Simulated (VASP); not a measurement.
Crystal: Ti3Si.

```
CELL_PARAMETERS angstrom
0.00000 3.14436 3.14436
3.14436 0.00000 3.14436
3.14436 3.14436 0.00000
ATOMIC_POSITIONS crystal
Ti 0.00000 0.00000 0.00000
Ti 0.25000 0.25000 0.25000
Ti 0.75000 0.75000 0.75000
Si 0.50000 0.50000 0.50000
```

The cell comes from a database or a generator and needn't be the stable form of this composition.

| Property | Result |
| --- | --- |
| Program | VASP 6.6.1 |
| Task | single point |
| Functional | PBEsol |
| Potentials or basis | VASP PAW PBE potentials, release 64 (Ti_sv, Si) |
| Cutoff | 520 eV |
| k mesh | 7 × 7 × 7 |
| Occupations | fermi-dirac, width 0.05 eV |
| Spin | no spin polarisation |

On this cell: pressure -5.0 GPa; largest force zero by symmetry; band gap on the k mesh none (metal or under the smearing width).

The same run follows on a disturbed copy (atoms moved at random, drawn with an rms of 0.05 Å):

```
CELL_PARAMETERS angstrom
0.00000 3.14436 3.14436
3.14436 0.00000 3.14436
3.14436 3.14436 0.00000
ATOMIC_POSITIONS crystal
Ti 0.01571 0.00242 0.98385
Ti 0.24850 0.24924 0.24349
Ti 0.75176 0.75579 0.75107
Si 0.50604 0.49086 0.51541
```

Question: What changes?

Answer: The energy (extrapolated to zero smearing) moves by +8.2 meV/atom; pressure -4.7 GPa; largest force 0.511 eV/Å; band gap on the k mesh none (metal or under the smearing width).

Forces in eV/Å, atoms in the order of the input:
```
Ti   0.154 -0.077 -0.194
Ti   0.102  0.377  0.087
Ti  -0.164  0.186 -0.019
Si  -0.092 -0.486  0.126
```

Stress tensor (GPa, compression positive):
```
-4.72 -0.15 -0.33
-0.15 -4.75 -0.35
-0.33 -0.35 -4.70
```

Caveats: the PAW data sets were made with another functional, which shifts forces and pressure a little.
